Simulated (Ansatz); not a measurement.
The system is CoO.

```
Co O
1.0
     2.82845    0.00000    0.00000
    -1.41423    2.44951    0.00000
     0.00000    0.00000    2.72172
Co O
1 1
Direct
  0.00000 0.00000 0.50000
  0.66667 0.33333 0.00000
```

The cell was built by a generator and needn't be a form met in nature.

- Program: Ansatz 0.2.0
- Task: relaxation of cell and atoms
- Functional: BLYP
- Potentials or basis: Ansatz PAW
- Cutoff: 420 eV (not typed: the program's choice for these potentials)
- k mesh: 8 × 8 × 7
- Occupations: fermi-dirac, width 0.05 eV
- Spin: collinear spin, ferromagnetic start
- Starting moments: [2.0, 0.0] μB

At the start: volume 9.43 Å³/atom.

Where does the relaxation end?

It ends after 9 steps and the volume is 9.91 Å³/atom (+5.1 %); space group P-6m2 (No. 187, to 0.05 Å); moment 3.00 μB per cell.

Step by step:
| step | energy change (eV) | largest force (eV/Å) | volume (Å³) |
| --- | --- | --- | --- |
| 1 | 0.0000 | 0.0000 | 18.86 |
| 2 | -0.0161 | 0.0000 | 19.33 |
| 3 | -0.0188 | 0.0000 | 19.72 |
| 4 | -0.0187 | 0.0000 | 19.75 |
| 5 | -0.0250 | 0.0000 | 19.75 |
| 6 | -0.0248 | 0.0000 | 19.80 |
| 7 | -0.0252 | 0.0000 | 19.80 |
| 8 | -0.0252 | 0.0000 | 19.81 |
| 9 | -0.0252 | 0.0000 | 19.81 |

Final structure:
```xyz
2
Lattice="2.8937 0.0000 0.0000 -1.4468 2.5060 0.0000 0.0000 0.0000 2.7320" Properties=species:S:1:pos:R:3 pbc="T T T"
Co    0.0000    0.0000    1.3660
O     1.4468    0.8353    0.0000
```

Caveat: the plane-wave basis is chosen anew once the cell has moved, so the energies of steps on either side of that aren't comparable; the pressure holds a Pulay correction of +0.8 GPa for the finite cutoff; a cell with one magnetic atom can't hold antiferromagnetic order, which such compounds often take; the PAW data sets come from PBE, with cores solved anew for the run's functional, which leaves a small shift of forces and pressure.
